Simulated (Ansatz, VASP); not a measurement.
## One calculation of Ir, two programs

The input INCAR:

```
SYSTEM = Ir
  PREC = Accurate
  ENCUT = 520
  EDIFF = 1E-8
  ISMEAR = -1
  SIGMA = 0.05
  LREAL = .False.
  LASPH = .True.
  NELM = 100
  ALGO = Normal
  ISIF = 2
  LWAVE = .False.
  LCHARG = .False.
  GGA = PS
  LEFG = .True.
  NBANDS = 10
```

The input KPOINTS:

```
regular mesh
0
Gamma
  15 15 15
  0 0 0
```

POSCAR

```
Ir
1.0
    0.0000000000      1.9573507352      1.9573507352
    1.9573507352      0.0000000000      1.9573507352
    1.9573507352      1.9573507352      0.0000000000
Ir
1
Direct
    0.0000000000      0.0000000000      0.0000000000
```

Input for Ansatz:

```yaml
crystal:
  lattice:
    - [0.0, 1.9573507352, 1.9573507352]
    - [1.9573507352, 0.0, 1.9573507352]
    - [1.9573507352, 1.9573507352, 0.0]
  atoms:
    - { symbol: Ir, position: [0.0, 0.0, 0.0] }
kpoints:
  mp_grid: { grid: [15, 15, 15] }
scf:
  occupations: { method: fermi_dirac, width: 0.05 }
hamiltonian:
  xc: pbesol
  pseudopotentials: { kind: all_electron, datasets: crystal }
output:
  forces: true
  stress: true
  eigenvalues: true
  efg: { contact_densities: true }
```

Change from the starting cell: volume scaled by 1.06, crystal datasets.

Alike in both runs: task electric field gradients; functional PBEsol; k mesh 15 × 15 × 15; occupations fermi-dirac, width 0.05 eV; no spin polarisation.

```csv
,VASP,Ansatz
version,VASP 6.6.1,Ansatz 0.2.0
potentials or method,"VASP PAW PBE potentials, release 64 (Ir)","all-electron PAW with datasets made for the crystal, scalar-relativistic"
plane-wave cutoff (eV),520,see its input
```

```csv
,VASP,Ansatz,Ansatz less VASP
pressure (GPa),-20.9,-21.5,-0.61
Vzz of the field gradient on the site that differs most (V/Å²),0.0,0.0,0.00
```

Ansatz ran all-electron here, so the differences hold the error of VASP's frozen core and of both bases. Ansatz warned: «gradients_without_spin_orbit».

Caveats: so large a pressure means that the cell lies far from this level's equilibrium, or that cutoff or potentials fall short (VASP); the potentials were made for another functional, which shifts forces and pressure (VASP). The runs have no spin-orbit coupling, so splittings on Ir are missing.
